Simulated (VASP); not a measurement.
# HfS2 in VASP: relaxation of cell and atoms with PBEsol+D4

Aim: the relaxation of cell and atoms of HfS2 with PBEsol+D4.

All numbers are computed with VASP 6.6.1; they aren't measurements. Logs are shortened: lines on timing, memory, paths and dates and some standing lists are left out, and cuts for length are marked.

## (1) Starting point

The cell holds a sheet with vacuum, 3 atoms: a = 3.630 Å, b = 3.630 Å, c = 18.880 Å, α = 90.00°, β = 90.00°, γ = 120.00°.

The cell was built by a generator and needn't be a form met in nature.

## (2) Relaxation of cell and atoms, PBEsol+D4

INCAR reads:

```
SYSTEM = HfS2
ALGO = Normal
EDIFF = 1E-6
EDIFFG = -0.005
ENCUT = 600
GGA = PS
IBRION = 2
ISIF = 3
ISMEAR = 0
IVDW = 13
KPAR = 4
LASPH = .TRUE.
LATTICE_CONSTRAINTS = .TRUE. .TRUE. .FALSE.
LCHARG = .FALSE.
LREAL = .FALSE.
LWAVE = .FALSE.
NELM = 120
NSW = 40
PREC = Accurate
SIGMA = 0.03
```

KPOINTS reads:

```
k-points
0
G
  12 12 1
  0 0 0
```

POSCAR reads:

```
HfS2
1.0
    3.6300000000      0.0000000000      0.0000000000
   -1.8150000000      3.1436722200      0.0000000000
    0.0000000000      0.0000000000     18.8800000000
S Hf
2 1
Direct
    0.3333330000      0.6666670000      0.4237288100
    0.6666670000      0.3333330000      0.5762711900
    0.0000000000      0.0000000000      0.5000000000
```

Potentials or basis: VASP PAW PBE potentials, release 64 (S, Hf_pv).

The run is started by

```console
> cat potpaw_PBE.64/S/POTCAR potpaw_PBE.64/Hf_pv/POTCAR > POTCAR
> mpirun -np 4 vasp_std > vasp.out
```

OUTCAR:

```text
SYSTEM = HfS2
   EDIFF = 1E-6
   EDIFFG = -0.005
   ENCUT = 600
   GGA = PS
   IBRION = 2
   ISIF = 3
   ISMEAR = 0
   IVDW = 13
   LASPH = .TRUE.
   LREAL = .FALSE.
   NELM = 120
   NSW = 40
   PREC = Accurate

 ion  position               nearest neighbor table
   1  0.333  0.667  0.424-   3 2.54   3 2.54   3 2.54
   2  0.667  0.333  0.576-   3 2.54   3 2.54   3 2.54
   3  0.000  0.000  0.500-   1 2.54   2 2.54   2 2.54   1 2.54   2 2.54   1 2.54

  LATTYP: Found a hexagonal cell.
 ALAT       =     3.6300000000
 C/A-ratio  =     5.2011019284

  Lattice vectors:

 A1 = (   3.6300000000,   0.0000000000,   0.0000000000)
 A2 = (  -1.8150000000,   3.1436722200,   0.0000000000)
 A3 = (   0.0000000000,   0.0000000000,  18.8800000000)

Analysis of symmetry for initial positions (statically):
=====================================================================
 Subroutine PRICEL returns:
 Original cell was already a primitive cell.

 Routine SETGRP: Setting up the symmetry group for a
 hexagonal supercell.

 Subroutine GETGRP returns: Found 12 space group operations
 (whereof 12 operations were pure point group operations)
 out of a pool of 24 trial point group operations.

The static configuration has the point symmetry D_3d.

Analysis of symmetry for dynamics (positions and initial velocities):
=====================================================================
 Subroutine PRICEL returns:
 Original cell was already a primitive cell.

 Routine SETGRP: Setting up the symmetry group for a
 hexagonal supercell.

 Subroutine GETGRP returns: Found 12 space group operations
 (whereof 12 operations were pure point group operations)
 out of a pool of 24 trial point group operations.

The dynamic configuration has the point symmetry D_3d.

 Subroutine INISYM returns: Found 12 space group operations
 (whereof 12 operations are pure point group operations),
 and found     1 'primitive' translations

----------------------------------------------------------------------------------------

                                     Primitive cell

  volume of cell :     215.4497

  direct lattice vectors                    reciprocal lattice vectors
     3.630000000  0.000000000  0.000000000     0.275482094  0.159049661  0.000000000
    -1.815000000  3.143672220  0.000000000     0.000000000  0.318099321  0.000000000
     0.000000000  0.000000000 18.880000000     0.000000000  0.000000000  0.052966102

  length of vectors
     3.630000000  3.630000004 18.880000000     0.318099322  0.318099321  0.052966102

  position of ions in fractional coordinates (direct lattice)
     0.333333000  0.666667000  0.423728810
     0.666667000  0.333333000  0.576271190
     0.000000000  0.000000000  0.500000000

  ion indices of the primitive-cell ions
   primitive index   ion index
                 1           1
                 2           2
                 3           3

----------------------------------------------------------------------------------------

 KPOINTS: k-points

Automatic generation of k-mesh.
 Grid dimensions read from file:
 generate k-points for:   12   12    1

 Generating k-lattice:

  Cartesian coordinates                     Fractional coordinates (reciprocal lattice)
     0.022956841  0.013254138  0.000000000     0.083333333 -0.000000000  0.000000000
     0.000000000  0.026508277  0.000000000     0.000000000  0.083333333  0.000000000
     0.000000000  0.000000000  0.052966102     0.000000000  0.000000000  1.000000000

  Length of vectors
     0.026508277  0.026508277  0.052966102

  Shift w.r.t. Gamma in fractional coordinates (k-lattice)
     0.000000000  0.000000000  0.000000000

 Subroutine IBZKPT returns following result:
 ===========================================

 Found     19 irreducible k-points:

 Following reciprocal coordinates:
            Coordinates               Weight
  0.000000  0.000000  0.000000      1.000000
  0.083333 -0.000000  0.000000      6.000000
  0.166667 -0.000000  0.000000      6.000000
  0.250000  0.000000  0.000000      6.000000
  0.333333 -0.000000  0.000000      6.000000
  0.416667 -0.000000  0.000000      6.000000
[... 11 lines left out ...]
  0.333333  0.250000  0.000000     12.000000
  0.333333  0.333333  0.000000      2.000000
   k-points           NKPTS =     19   k-points in BZ     NKDIM =     19   number of bands    NBANDS=     15
   number of dos      NEDOS =    301   number of ions     NIONS =      3
   total plane-waves  NPLWV = 144000
   dimension x,y,z NGX =    30 NGY =   30 NGZ =  160
   dimension x,y,z NGXF=    60 NGYF=   60 NGZF=  320
   ions per type =               2   1
   NGX,Y,Z   is equivalent  to a cutoff of  13.74, 13.74, 14.09 a.u.
   NGXF,Y,Z  is equivalent  to a cutoff of  27.48, 27.48, 28.18 a.u.
 SYSTEM =  HfS2
   PREC   = accura    normal or accurate (medium, high low for compatibility)
   ISTART =      0    job   : 0-new  1-cont  2-samecut
   ICHARG =      2    charge: 1-file 2-atom 10-const
   ISPIN  =      1    spin polarized calculation?
   LNONCOLLINEAR =      F non collinear calculations
   LSORBIT =      F    spin-orbit coupling
   LASPH  =      T    aspherical Exc in radial PAW
   ENCUT  =  600.0 eV  44.10 Ry    6.64 a.u.   7.25  7.25 37.71*2*pi/ulx,y,z
   NELM   =    120;   NELMIN=  2; NELMDL= -5     # of ELM steps
   EDIFF  = 0.1E-05   stopping-criterion for ELM
   LREAL  =      F    real-space projection
   EDIFFG = -.5E-02   stopping-criterion for IOM
   NSW    =     40    number of steps for IOM
   IBRION =      2    ionic relax: 0-MD 1-quasi-New 2-CG
   NFREE  =      1    steps in history (QN), initial steepest desc. (CG)
   ISIF   =      3    stress and relaxation
   ISYM   =      2    0-nonsym 1-usesym 2-fastsym
   POTIM  = 0.5000    time-step for ionic-motion
   TEBEG  =    0.0;   TEEND  =   0.0 temperature during run
   PSTRESS=    0.0 pullay stress
   NELECT =      22.0000    total number of electrons
   NUPDOWN=      -1.0000    fix difference up-down
   EMIN   =  10.00;   EMAX   =-10.00  energy-range for DOS
   EFERMI =   0.00;   METHOD = LEGACY
   ISMEAR =     0;   SIGMA  =   0.03  broadening in eV -4-tet -1-fermi 0-gaus
   EFERMI_NEDOS =   21; number of points for ismear=-14 and -15
   IALGO  =     38    algorithm
   IMIX   =      4    mixing-type and parameters
     AMIX     =   0.40;   BMIX     =  1.00
     AMIX_MAG =   1.60;   BMIX_MAG =  1.00
  volume/ion in A,a.u.               =      71.82       484.64
  Fermi-wavevector in a.u.,A,eV,Ry     =   0.765186  1.445992  7.966345  0.585510
  Thomas-Fermi vector in A             =   1.865252
   LORBIT       =      0    0 simple, 1 ext, 2 COOP (PROOUT), +10 PAW based schemes
   GGA     = PS    functional components
   LHFCALC =     F    Hartree Fock is set to
   AEXX    =    0.0000 exact exchange contribution
   IVDW    =    13    specifies the selected vdW correction
   LEPSILON=     F    determine dielectric tensor
   LRPA    =     F    only Hartree local field effects (RPA)
 conjugate gradient relaxation of ions
 non-spin polarized calculation
 Gauss-broadening in eV      SIGMA  =   0.03
  energy-cutoff  :      600.00
  volume of cell :      215.45
 maximum number of plane-waves:      7245
 NGX is ok and might be reduce to    30
   NGX = 15   NGY = 15   NGZ = 75

--------------------------------------- Ionic step        1  -------------------------------------------

 number of electron      22.0000000 magnetization

 Free energy of the ion-electron system (eV)
  ---------------------------------------------------
  ext. energy  EPLUGINS =         0.00000000
  ---------------------------------------------------
  free energy    TOTEN  =       -24.02188050 eV

  energy without entropy =      -24.02188050  energy(sigma->0) =      -24.02188050

------------------------ aborting loop because EDIFF is reached ----------------------------------------

  DFT-D4 for vdW energy calculation

  Edisp (eV):   -0.29239

  FORCE on cell =-STRESS in cart. coord.  units (eV):
  Direction    XX          YY          ZZ          XY          YZ          ZX
  --------------------------------------------------------------------------------------
  -------------------------------------------------------------------------------------
  Total      -1.30000    -1.30000    -0.56574     0.00000     0.00000     0.00000
  in kB      -9.66737    -9.66737    -4.20706     0.00000     0.00000     0.00000
  external pressure =       -7.85 kB  Pullay stress =        0.00 kB

 VOLUME and BASIS-vectors are now :
 -----------------------------------------------------------------------------
  energy-cutoff  :      600.00
  volume of cell :      215.45
      direct lattice vectors                 reciprocal lattice vectors
     3.630000000  0.000000000  0.000000000     0.275482094  0.159049661  0.000000000
    -1.815000000  3.143672220  0.000000000     0.000000000  0.318099321  0.000000000
     0.000000000  0.000000000 18.880000000     0.000000000  0.000000000  0.052966102
[... 165 lines left out ...]
 POSITION                                       TOTAL-FORCE (eV/Angst)
 -----------------------------------------------------------------------------------
     -0.00000      2.06726      7.99460        -0.000000      0.000000     -0.015544
      1.79030      1.03363     10.88540         0.000000     -0.000000      0.015544
      0.00000     -0.00000      9.44000         0.000000      0.000000      0.000000
 -----------------------------------------------------------------------------------
    total drift:                                0.000000     -0.000000      0.000000

  FREE ENERGIE OF THE ION-ELECTRON SYSTEM (eV)
  ---------------------------------------------------
  free  energy   TOTEN  =       -24.3314444197 eV

  energy  without entropy=      -24.3314444197  energy(sigma->0) =      -24.33144442

--------------------------------------- Ionic step        6  -------------------------------------------

 number of electron      22.0000001 magnetization

 Free energy of the ion-electron system (eV)
  ---------------------------------------------------
  ext. energy  EPLUGINS =         0.00000000
  ---------------------------------------------------
  free energy    TOTEN  =       -24.03111078 eV

  energy without entropy =      -24.03111078  energy(sigma->0) =      -24.03111078

 E-fermi :  -3.0600     XC(G=0):  -3.5646

 val. band max:       -3.2610238248   @ k =   0.0000   0.0000   0.0000
 cond. band min:      -2.1869508318   @ k =   0.5000   0.0000   0.0000
 fundamental gap:      1.0740729930
 Fermi energy:        -3.0599591461

 k-point     1 :       0.0000    0.0000    0.0000
  band No.  band energies     occupation
      1     -33.8141      2.00000
      2     -33.6886      2.00000
      3     -33.6886      2.00000
      4     -16.2947      2.00000
      5     -14.8148      2.00000
      6      -7.5840      2.00000
      7      -5.9647      2.00000
      8      -5.9647      2.00000
      9      -4.2957      2.00000
     10      -3.2610      2.00000
     11      -3.2610      2.00000
     12      -1.2781      0.00000
     13      -1.2781      0.00000
     14      -0.5687      0.00000
     15       2.0865      0.00000
[... 348 lines left out ...]
 POSITION                                       TOTAL-FORCE (eV/Angst)
 -----------------------------------------------------------------------------------
     -0.00000      2.06621      7.99240         0.000000      0.000000      0.001581
      1.78939      1.03310     10.88760        -0.000000      0.000000     -0.001581
      0.00000     -0.00000      9.44000        -0.000000      0.000000      0.000000
 -----------------------------------------------------------------------------------
    total drift:                                0.000000     -0.000000      0.000000

  FREE ENERGIE OF THE ION-ELECTRON SYSTEM (eV)
  ---------------------------------------------------
  free  energy   TOTEN  =       -24.3314890468 eV

  energy  without entropy=      -24.3314890468  energy(sigma->0) =      -24.33148905

 reached required accuracy - stopping structural energy minimisation
```

Run time: 16 min. Hardware: 4 MPI ranks of Intel Xeon Platinum 8175M at 2.50GHz (Skylake/Cascade Lake), shared host; peak memory 0.45 GiB.

What came out:

| Item | Value |
| --- | --- |
| Free energy | -24.3315 eV |
| Relaxed volume | 69.80 Å³/atom |
| Relaxed cell | a = 3.579 Å, b = 3.579 Å, c = 18.880 Å, α = 90.00°, β = 90.00°, γ = 120.00° |
| Space group after relaxing (to 0.05 Å) | P-3m1 (No. 164) |
| Energy gained by relaxing | 5.7 meV/atom |
| Ionic steps | 6 |
| Band gap on the k mesh | 1.07 eV, indirect (least direct gap 1.98 eV) |
| Dispersion energy per atom | -0.100 eV |

The path:
```
step  energy change (eV)  largest force (eV/Å)  pressure (GPa)  volume (Å³)
   1              0.0000                0.1942           -0.78       215.45
   2             -0.0036                0.3669            0.84       206.54
   3             -0.0158                0.0959            0.04       210.64
   4             -0.0166                0.0646            0.03       210.24
   5             -0.0172                0.0155            0.00       209.63
   6             -0.0172                0.0016           -0.01       209.41
```

Final structure:
```yaml
crystal:
  lattice:
    - [3.57878, 0.00000, 0.00000]
    - [-1.78939, 3.09931, 0.00000]
    - [0.00000, 0.00000, 18.88000]
  atoms:
    - { symbol: S, position: [0.33333, 0.66667, 0.42333] }
    - { symbol: S, position: [0.66667, 0.33333, 0.57667] }
    - { symbol: Hf, position: [0.00000, 0.00000, 0.50000] }
```

Levels at points of the mesh, in eV from the valence-band top:
| k point | band 9 | band 10 | band 11 | band 12 | band 13 | band 14 |
| --- | --- | --- | --- | --- | --- | --- |
| (0.00, 0.00, 0.00) | -1.03 | 0.00 | 0.00 | 1.98 | 1.98 | 2.69 |
| (0.50, 0.00, 0.00) | -2.49 | -1.41 | -1.08 | 1.07 | 4.21 | 4.32 |

Caveat: the PAW data sets were made with another functional, which shifts forces and pressure a little; spin-orbit coupling is left out, which moves the levels of the heavy elements.
